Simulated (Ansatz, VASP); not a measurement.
One calculation of GaN, two programs

```
Ga N
1.0
     3.18315    0.00000    0.00000
    -1.59157    2.75669    0.00000
     0.00000    0.00000    5.18363
Ga N
2 2
Cartesian
  0.0000 1.8378 -0.0046
  1.5916 0.9189 2.5872
  0.0000 1.8378 1.9485
  1.5916 0.9189 4.5403
```

Alike in both runs: task single point; functional PBE; k mesh 6 × 6 × 4; no spin polarisation.

```csv
,VASP,Ansatz
version,VASP 6.6.1,Ansatz 0.2.0
potentials or method,"VASP PAW PBE potentials, release 64 (Ga_d, N)",plane waves
plane-wave cutoff (eV),520,420
occupations,"methfessel-paxton of order 1, width 0.001 eV","cold, width 0.001 eV"
valence electrons in the cell,36,36
```

|  | VASP | Ansatz | Ansatz less VASP |
| --- | --- | --- | --- |
| gap on the k mesh at the Fermi level (eV) | 1.94 | 1.93 | -0.008 |
| pressure (GPa) | 6.2 | 6.2 | -0.04 |

PBE gaps usually lie below the measured ones, often by a third to a half.
